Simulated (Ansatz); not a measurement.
# Ytterbium, A15 under PBEsol: relaxation and energy

The plan for ytterbium in the A15 structure: relax it, then solve it on a dense k-mesh. Spin polarisation is left out. The k-meshes are 4×4×4 for the relaxation; 5×5×5 for the dense run.

Computed with Ansatz 0.2.0 (DFT PBEsol, plane waves (420 eV) with PAW, scalar-relativistic; PAW files made under PBE, frozen cores solved again for the functional, unless a step says otherwise).

### Step 1. The starting structure

It takes space group Pm-3n (No. 223, cubic). The conventional cell has a = 6.912 Å, b = 6.912 Å, c = 6.912 Å, α = 90.00°, β = 90.00°, γ = 90.00°. Yb (site symmetry m-3) is surrounded by 12 Yb at 3.86 Å. Yb (site symmetry -4m2) has 6 Yb at 3.46 to 3.86 Å as nearest neighbours.

Coordinates:

```cif
data_structure
_symmetry_space_group_name_H-M 'P 1'
_symmetry_Int_Tables_number 1
_cell_length_a 6.9122
_cell_length_b 6.9122
_cell_length_c 6.9122
_cell_angle_alpha 90.000
_cell_angle_beta 90.000
_cell_angle_gamma 90.000
_cell_volume 330.25
loop_
_atom_site_label
_atom_site_type_symbol
_atom_site_fract_x
_atom_site_fract_y
_atom_site_fract_z
_atom_site_occupancy
Yb1 Yb 0.00000 0.00000 0.00000 1
Yb2 Yb 0.50000 0.50000 0.50000 1
Yb3 Yb 0.25000 0.00000 0.50000 1
Yb4 Yb 0.75000 0.00000 0.50000 1
Yb5 Yb 0.50000 0.25000 0.00000 1
Yb6 Yb 0.50000 0.75000 0.00000 1
Yb7 Yb 0.00000 0.50000 0.25000 1
Yb8 Yb 0.00000 0.50000 0.75000 1
```

### Step 2. Relaxing cell and atoms

The input, input.yaml:

```yaml
crystal:
  lattice:
    - [6.9121788639, 0.0, 0.0]
    - [0.0, 6.9121788639, 0.0]
    - [0.0, 0.0, 6.9121788639]
  atoms:
    - { symbol: Yb, position: [0.0, 0.0, 0.0] }
    - { symbol: Yb, position: [0.5, 0.5, 0.5] }
    - { symbol: Yb, position: [0.25, 0.0, 0.5] }
    - { symbol: Yb, position: [0.75, 0.0, 0.5] }
    - { symbol: Yb, position: [0.5, 0.25, 0.0] }
    - { symbol: Yb, position: [0.5, 0.75, 0.0] }
    - { symbol: Yb, position: [0.0, 0.5, 0.25] }
    - { symbol: Yb, position: [0.0, 0.5, 0.75] }
hamiltonian:
  xc: pbesol
  pseudopotentials:
    kind: paw
    azcp:
      Yb: "pseudopotentials/Yb.paw.azcp"
basis:
  ecutwfc: 420
  fft_grid_basis: typed
kpoints:
  mp_grid: { grid: [4, 4, 4], shift: [0, 0, 0] }
magnetization:
  spin_polarized: false
scf:
  occupations: { method: fermi_dirac, width: 0.1 }
relax:
  max_steps: 60
  f_tol: 0.01
  cell: {}
output:
  write_density: true
  write_potential: true
  elf: true
  volumetric_format: npy
```

Started as:

```sh
> ansatz run input.yaml --threads 4 --pin off --max-ram 8192MiB --backend cpu --events-out ev --progress --plain --runs-dir out
```

The program printed:

```text
Warning: <dir> the record states the generating functional pbe (its physics header spells it `PBE`), which answers neither for hamiltonian.xc's functional nor for the pbesol family's — results may be inconsistent (PPs are generated against a specific XC)
Warning: RAYON_NUM_THREADS=4 ignored (pool sized by the plan → 4); use --threads N
Engine: ansatz 0.2.0, x86_64-unknown-linux-gnu
Pseudopotentials: kind: paw
Pseudopotential: Yb, paw, valence charge 24, recommended cutoff 420 eV (normal), <dir>
Functional definition: PBEsol
  exchange = pbesol_x
  correlation = pbesol_c
Crystal: 8 atoms, lattice volume = 330.252 Å³
Basis set: ecut = 420 eV, 6451 PW (Γ), exchange–correlation on 96×96×96 points (8 copies of the dense FFT grid, shifted against one another)
Bands: 116, of which v1, the nominal top of the filled ones, is band 96 counted from 1 (95 counted from 0)
Symmetry: 48 space group operations
Space group: Pm-3n (ITA 223), of the structure as read, at distance tolerance 6.9e-5 Å
k-points: 10 of 64
Non-local potential: Yb, projectors of the file, l = 0: 3, l = 1: 2, l = 2: 2, l = 3: 3
PAW form: soft (Blöchl's): semilocal exchange-correlation on the pseudo side does not see the compensation charge
PAW frozen core: Yb, regenerated for the run's functional, and the local potential with it (the file was generated under x = pbe(κ = 0.804, μ = 0.2195149727645171), c = pbe(β = 0.06672455060314922))
PAW one-centre angular grid: Yb, 590 points (default); XC on 64 Gauss nodes
Initial density: superposition of atomic densities (neutral atoms: chi_scale 0, normalization atom), corrected by the library's trained network
Initial wavefunctions: pseudopotential atomic-orbital guess
Functional: x = pbesol(κ = 0.804, μ = 0.12345679012345678), c = pbesol(β = 0.046)
SCF iter   1: F=—  HF=-109411.236948 eV  |F-HF|=—  |Δ(HF+E_count)|=         —  Δρ=4.60e-3  dr2=6.78e-2  ethr=1.77e-3  ⟨swp⟩=7.3  Hψ=4900  notcnv=0
preconditioner: auto → Kerker (q_TF=auto, 2.492 Å⁻¹)  [metal: Δε(μ)=0.134 eV  Ē_g=8.655 eV  σ=0.100 eV  W_gap=0.32  n_scr=80 (ndim 8)  ℏωp=27.1 eV  f_vac=0.000  D(μ)=11.52/eV (n_scr^D=80)]
SCF iter   2: F=—  HF=-109411.198681 eV  |F-HF|=—  |Δ(HF+E_count)|=   3.83e-2  Δρ=2.09e-3  dr2=1.63e-2  ethr=3.53e-5  ⟨swp⟩=1.7  Hψ=1979  notcnv=0
SCF iter   3: F=—  HF=-109411.191329 eV  |F-HF|=—  |Δ(HF+E_count)|=   7.35e-3  Δρ=3.64e-4  dr2=9.46e-4  ethr=8.51e-6  ⟨swp⟩=1.8  Hψ=1422  notcnv=0
SCF iter   4: F=—  HF=-109411.191303 eV  |F-HF|=—  |Δ(HF+E_count)|=   2.65e-5  Δρ=2.02e-4  dr2=1.73e-4  ethr=4.93e-7  ⟨swp⟩=2.1  Hψ=2048  notcnv=0
SCF iter   5: F=—  HF=-109411.191282 eV  |F-HF|=—  |Δ(HF+E_count)|=   2.05e-5  Δρ=9.06e-5  dr2=3.14e-5  ethr=9.03e-8  ⟨swp⟩=2.5  Hψ=1920  notcnv=0
SCF iter   6: F=—  HF=-109411.191708 eV  |F-HF|=—  |Δ(HF+E_count)|=   4.26e-4  Δρ=3.17e-5  dr2=4.02e-6  ethr=1.63e-8  ⟨swp⟩=2.6  Hψ=2159  notcnv=0
SCF iter   7: F=—  HF=-109411.191710 eV  |F-HF|=—  |Δ(HF+E_count)|=   1.74e-6  Δρ=1.87e-5  dr2=8.21e-7  ethr=2.09e-9  ⟨swp⟩=2.0  Hψ=2196  notcnv=0
SCF iter   8: F=—  HF=-109411.191710 eV  |F-HF|=—  |Δ(HF+E_count)|=   8.77e-8  Δρ=7.56e-6  dr2=1.60e-7  ethr=4.28e-10  ⟨swp⟩=2.6  Hψ=2149  notcnv=0
SCF iter   9: F=-109411.191710 eV  HF=-109411.191710 eV  |F-HF|=4.67e-9  |Δ(HF+E_count)|=   1.57e-8  Δρ=1.53e-6  dr2=6.86e-9  ethr=5.21e-11  ⟨swp⟩=9.9  Hψ=9715  notcnv=0
SCF 1 converged in 9 iterations: F = -109411.191710 eV  dr2 = 6.86e-9
relax step   1: F+E_penalty+E_count = -109411.19170956 eV  Δ(F+E_penalty+E_count) = +0.000e0 eV  max|allowed force component| = 1.301e-18 eV/Å  Δτ_max = 0.0000 Å  P = -3.039 GPa  Ω = 330.252 Å³  (9 SCF iters, dr2 threshold 1.00e-7 eV, accepted)
[... from here on, the SCF cycles and remarks between the steps are left out ...]
relax step   2: F+E_penalty+E_count = -109411.68163523 eV  Δ(F+E_penalty+E_count) = -4.899e-1 eV  max|allowed force component| = 4.373e-18 eV/Å  Δτ_max = 0.0000 Å  P = -2.014 GPa  Ω = 300.281 Å³  energy of the carried Pulay correction = +9.298e-3 eV  (8 SCF iters, dr2 threshold 8.00e-7 eV, accepted)
relax step   3: F+E_penalty+E_count = -109411.91881437 eV  Δ(F+E_penalty+E_count) = -2.372e-1 eV  max|allowed force component| = 1.030e-17 eV/Å  Δτ_max = 0.0000 Å  P = +0.678 GPa  Ω = 257.193 Å³  energy of the carried Pulay correction = +2.576e-2 eV  (10 SCF iters, dr2 threshold 8.00e-7 eV, accepted)
relax step   4: F+E_penalty+E_count = -109411.93173385 eV  Δ(F+E_penalty+E_count) = -1.292e-2 eV  max|allowed force component| = 9.866e-18 eV/Å  Δτ_max = 0.0000 Å  P = -0.093 GPa  Ω = 266.835 Å³  energy of the carried Pulay correction = +2.169e-2 eV  (7 SCF iters, dr2 threshold 8.00e-7 eV, accepted)
relax step   5: F+E_penalty+E_count = -109411.93259305 eV  Δ(F+E_penalty+E_count) = -8.592e-4 eV  max|allowed force component| = 1.568e-17 eV/Å  Δτ_max = 0.0000 Å  P = -0.004 GPa  Ω = 265.634 Å³  energy of the carried Pulay correction = +2.218e-2 eV  (7 SCF iters, dr2 threshold 2.16e-8 eV, accepted)
relax step   6: F+E_penalty+E_count = -109411.92240480 eV  Δ(F+E_penalty+E_count) = +1.019e-2 eV  max|allowed force component| = 1.422e-17 eV/Å  Δτ_max = 0.0000 Å  P = -0.065 GPa  Ω = 265.634 Å³  stress off target by 6.50e-2 GPa  SCF on the basis re-selected at this cell (its energy is not comparable with the rows above)  (7 SCF iters)
relax step   7: F+E_penalty+E_count = -109411.92282585 eV  Δ(F+E_penalty+E_count) = -4.211e-4 eV  max|allowed force component| = 1.662e-17 eV/Å  Δτ_max = 0.0000 Å  P = +0.001 GPa  Ω = 264.764 Å³  energy of the carried Pulay correction = +2.474e-4 eV  (7 SCF iters, dr2 threshold 1.05e-8 eV, accepted)
relax step   8: F+E_penalty+E_count = -109411.92252390 eV  Δ(F+E_penalty+E_count) = +3.019e-4 eV  max|allowed force component| = 1.167e-17 eV/Å  Δτ_max = 0.0000 Å  P = +0.000 GPa  Ω = 264.764 Å³  stress off target by 3.00e-4 GPa  SCF on the basis re-selected at this cell (its energy is not comparable with the rows above)  (6 SCF iters)
basis re-selected at this cell: Δ(F+E_penalty+E_count) = +3.019e-4 eV, ΔP = -0.001 GPa vs the last step (what re-selecting the basis moved, of the pressure what is left beyond the Pulay correction that the steps carried, after the strain that the cell walked since its last selection, with what the two solves' SCF thresholds leave and, on support functions, any second-order correction that the steps lacked; it is no measure of the basis error at this ecutwfc). This SCF's stress stands 3.00e-4 GPa from its target on what of the cell is left free (relax.cell.stress_tol is 5.00e-2 GPa) and its largest allowed force component is 1.17e-17 eV/Å (relax.f_tol is 1.00e-2 eV/Å): within both
SCF converged after 6 iterations
Free energy (F): -109411.922524 eV
Harris-Foulkes:  -109411.922524 eV  (|F-HF|=1.46e-11)
Internal energy: -109411.450218 eV  (E = F + TS)
E sigma→0 (E₀):  -109411.686371 eV
Entropy (-TS):   -0.472306 eV (-59.038 meV/atom)
Fermi energy:    11.648648 eV
--- Per-component energies (eV) ---
  E_band       = 159.084980
  E_kinetic    = 2849.209427
  E_local      = -49042.455941  (includes V_loc(G=0)·N_el)
  E_nonlocal   = 4421.052335
  E_hartree    = 21313.318406
  E_xc         = -1297.884285
  E_vxc        = -1623.870176  (∫ρ·V_xc dr)
  E_paw        = -57885.611323  (= ΣΔE_a)
  E_vpaw       = 928.512187  (= ΣTr[D̂ρ^β])
  E_aug_tail   = 0.000021  (compensation charges beyond the density's cutoff)
  E_ewald      = -29778.112411
  E_core_change = 9.033552  (= ΣΔE_core)
  E_smearing   = -0.472306  (= −TS)
  E_closure    = 0.000000  (closes the sum)
  Σ components = -109411.922524   (vs F -109411.922524, Δ=0.00e0)
--- Forces (eV/Å), atoms counted from 1 ---
  atom   1  Yb    -0.00000000    -0.00000000    -0.00000000
  atom   2  Yb     0.00000000     0.00000000     0.00000000
  atom   3  Yb     0.00000000    -0.00000000     0.00000000
  atom   4  Yb     0.00000000     0.00000000    -0.00000000
  atom   5  Yb     0.00000000     0.00000000     0.00000000
  atom   6  Yb    -0.00000000     0.00000000    -0.00000000
  atom   7  Yb     0.00000000    -0.00000000     0.00000000
  atom   8  Yb    -0.00000000     0.00000000     0.00000000
  max |Σ_I F_I| component: 1.45e-17 eV/Å
--- Stress (GPa, compression-positive) ---
        0.000300      -0.000000      -0.000000
       -0.000000       0.000300       0.000000
       -0.000000       0.000000       0.000300
  P = ⅓ Tr σ = 0.0003 GPa (0.003 kbar)
--- Band table (eV; the first three rows and the last of 10) ---
  k-point 0: bands = ["-40.0733", "-40.0610", "-40.0484", "-40.0484", "-40.0430", "-40.0136", "-40.0136", "-40.0136", "-12.8455", "-12.8455", "-12.7937", "-12.5849", "-12.5849", "-12.5849", "-12.5002", "-12.5002", "-12.5002", "-12.3115", "-12.3115", "-12.3115", "-12.2772", "-12.2772", "-12.2772", "-12.2750", "-12.2750", "-12.2750", "-12.2439", "-12.2439", "-12.2439", "-12.1463", "-12.1463", "-12.1463", "6.2121", "9.5139", "9.5139", "9.7145", "10.7142", "10.7142", "10.7142", "10.9488", "10.9488", "10.9488", "10.9569", "10.9569", "10.9569", "10.9610", "10.9610", "10.9633", "10.9633", "10.9633", "10.9859", "10.9971", "11.0274", "11.0289", "11.0289", "11.0289", "11.0313", "11.0313", "11.0313", "11.0490", "11.0490", "11.0490", "11.0732", "11.0732", "11.0791", "11.0807", "11.0807", "11.0807", "11.0824", "11.0824", "11.0824", "11.1161", "11.1161", "11.1161", "11.1216", "11.1216", "11.1230", "11.1230", "11.1230", "11.1375", "11.1375", "11.1375", "11.1545", "11.1557", "11.1557", "11.1557", "11.1563", "11.1563", "11.1563", "11.1633", "11.1633", "11.1633", "11.2419", "11.2419", "11.2419", "11.7167", "11.7167", "11.7167", "11.8286", "11.8286", "11.8286", "12.1430", "12.1430", "12.1430", "12.3524", "12.5281", "12.5281", "12.8532", "14.0886", "14.0886", "14.2440", "14.2440", "14.2440", "15.6621", "15.6621", "16.1605"]
[... 3 lines left out ...]
--- Relaxed structure (6 steps of the walk, 6 accepted, 2 SCFs on fresh bases) ---
  F+E_penalty+E_count = -109411.92252390 eV   max|allowed force component| = 1.167e-17 eV/Å   (the final SCF, on the basis selected at the relaxed cell)
  cell:  # Å, volume = 264.7643 Å³
    - [6.42125334225425, -8.825172734749427e-33, -4.493836536903551e-34]
    - [-6.642452131110561e-33, 6.421253342254251, 0.0]
    - [-4.493836536903551e-34, -1.1234591342258874e-34, 6.421253342254251]
  atoms:
    - { symbol: Yb, position: [2.468383559899452e-35, 4.067867082913482e-36, 3.555415599781683e-36] }
    - { symbol: Yb, position: [0.5, 0.5, 0.5] }
    - { symbol: Yb, position: [0.25, -1.4163161300609924e-34, 0.5] }
    - { symbol: Yb, position: [0.75, -1.4047066097351723e-34, 0.5] }
    - { symbol: Yb, position: [0.5, 0.25, 1.1682079827854107e-35] }
    - { symbol: Yb, position: [0.5, 0.75, 1.690636397447209e-35] }
    - { symbol: Yb, position: [-5.596605091442062e-35, 0.5, 0.25] }
    - { symbol: Yb, position: [-1.5622967782203906e-35, 0.5, 0.75] }
```

Run time: 33 s. Hardware: 4 threads of Intel Xeon 6975P-C (Granite Rapids), shared host; peak memory 1.2 GiB.

Step by step:

```csv
step,energy change (meV/atom),largest force (eV/Å),pressure (GPa),volume (Å³/atom)
1,0.00,0.0000,-3.04,41.281
2,-61.24,0.0000,-2.01,37.535
3,-90.89,0.0000,0.68,32.149
4,-92.50,0.0000,-0.09,33.354
5,-92.61,0.0000,0.00,33.204
6,-91.34,0.0000,-0.06,33.204
7,-91.39,0.0000,0.00,33.096
8,-91.35,0.0000,0.00,33.096
```

Steps that repeat a cell are solved on a basis chosen anew, so their changes of energy are no gain of the relaxation.

The cell of the run, before and after:

|  | before | after | change |
| --- | --- | --- | --- |
| a (Å) | 6.912 | 6.421 | -7.1 % |
| b (Å) | 6.912 | 6.421 | -7.1 % |
| c (Å) | 6.912 | 6.421 | -7.1 % |
| volume (Å³/atom) | 41.281 | 33.096 | -19.8 % |
| shortest distance (Å) | 3.456 | 3.211 | -7.1 % |
| space group (spins left aside) | Pm-3n | Pm-3n | same |

### Step 3. The energy on a finer k-mesh

The input, input.yaml:

```yaml
crystal:
  lattice:
    - [6.4212533423, 0.0, 0.0]
    - [0.0, 6.4212533423, 0.0]
    - [0.0, 0.0, 6.4212533423]
  atoms:
    - { symbol: Yb, position: [0.0, 0.0, 0.0] }
    - { symbol: Yb, position: [0.5, 0.5, 0.5] }
    - { symbol: Yb, position: [0.25, 1.0, 0.5] }
    - { symbol: Yb, position: [0.75, 1.0, 0.5] }
    - { symbol: Yb, position: [0.5, 0.25, 0.0] }
    - { symbol: Yb, position: [0.5, 0.75, 0.0] }
    - { symbol: Yb, position: [1.0, 0.5, 0.25] }
    - { symbol: Yb, position: [1.0, 0.5, 0.75] }
hamiltonian:
  xc: pbesol
  pseudopotentials:
    kind: paw
    azcp:
      Yb: "pseudopotentials/Yb.paw.azcp"
basis:
  ecutwfc: 420
  fft_grid_basis: typed
kpoints:
  mp_grid: { grid: [5, 5, 5], shift: [0, 0, 0] }
magnetization:
  spin_polarized: false
scf:
  occupations: { method: fermi_dirac, width: 0.1 }
```

Started as:

```sh
> ansatz run input.yaml --threads 4 --pin off --max-ram 8192MiB --backend cpu --events-out ev --progress --plain --runs-dir out
```

The program printed (excerpt; [...] marks lines left out):

```text
Warning: <dir> the record states the generating functional pbe (its physics header spells it `PBE`), which answers neither for hamiltonian.xc's functional nor for the pbesol family's — results may be inconsistent (PPs are generated against a specific XC)
Warning: RAYON_NUM_THREADS=4 ignored (pool sized by the plan → 4); use --threads N
[...]
[... 3 set-up lines as earlier in the session ...]
[...]
Crystal: 8 atoms, lattice volume = 264.764 Å³
Basis set: ecut = 420 eV, 5185 PW (Γ)
Bands: 116, of which v1, the nominal top of the filled ones, is band 96 counted from 1 (95 counted from 0)
[... 1 set-up line as earlier in the session ...]
Space group: Pm-3n (ITA 223), of the structure as read, at distance tolerance 6.4e-5 Å
k-points: 10 of 125
[...]
SCF iter   1: F=—  HF=-109411.972544 eV  |F-HF|=—  |Δ(HF+E_count)|=         —  Δρ=9.70e-3  dr2=1.99e-1  ethr=1.77e-3  ⟨swp⟩=6.4  Hψ=4683  notcnv=0
[...]
SCF iter   9: F=-109411.923494 eV  HF=-109411.923494 eV  |F-HF|=2.79e-8  |Δ(HF+E_count)|=   1.16e-7  Δρ=2.58e-6  dr2=2.35e-8  ethr=5.21e-11  ⟨swp⟩=4.0  Hψ=3964  notcnv=0
[...]
SCF converged after 9 iterations
Free energy (F): -109411.923494 eV
[...]
E sigma→0 (E₀):  -109411.688995 eV
Entropy (-TS):   -0.468998 eV (-58.625 meV/atom)
Fermi energy:    11.652217 eV
[...]
```

It took 3.8 s on 4 threads of Intel Xeon 6975P-C (Granite Rapids), shared host; peak memory 0.96 GiB.

### Step 4. Results

| quantity | value |
| --- | --- |
| space group (spins left aside) | Pm-3n (No. 223) |
| conventional cell | a = 6.421 Å |
| volume | 33.096 Å³/atom |
| shortest distance | 3.211 Å |
| gap on the mesh | none (levels filled in part) |
| relative to fcc | +44 meV/atom |

**Reading.** The relaxation shrank the cell by 19.8 % in volume. Against the reference form of ytterbium (fcc, computed apart with the same settings) it stands 44 meV/atom higher. No gap shows: it is a metal or semimetal at this level. Relaxation kept the symmetry; phonons were not checked.
